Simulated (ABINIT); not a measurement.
Crystal: BaS.

```
Ba S
1.0
     0.00000    3.19375    3.19375
     3.19375    0.00000    3.19375
     3.19375    3.19375    0.00000
Ba S
1 1
Direct
  0.00000 0.00000 0.00000
  0.50000 0.50000 0.50000
```

Base run:

| Quantity | Value |
| --- | --- |
| Program | ABINIT 10.8.3 (patched build) |
| Functional | r2SCAN |
| Potentials or basis | JTH PAW PBE v2.0 |
| Cutoff | 653 eV |
| k mesh | 7 × 7 × 7 |
| Occupations | fermi-dirac, width 0.05 eV |
| Spin | no spin polarisation |

Its results: band gap on the k mesh 2.53 eV, indirect (least direct gap 2.67 eV); pressure 1.3 GPa.

Problem. The run is repeated on the same cell with these changes: functional from r2SCAN to PBE; cutoff from 653 eV to 544 eV; fine-grid cutoff from 1251.72 eV to 1088.46 eV. What comes out?

Solution. Band gap on the k mesh 2.18 eV, indirect (least direct gap 2.33 eV); pressure 1.3 GPa.

Caveats: this set's barium file shifts pressures by 1.5 GPa and gaps by 0.1 eV against other sets; spin-orbit coupling is left out, which moves the levels of the heavy elements; the PAW data sets were made with another functional, which shifts forces and pressure a little (some runs).

A k mesh can miss the band edges.
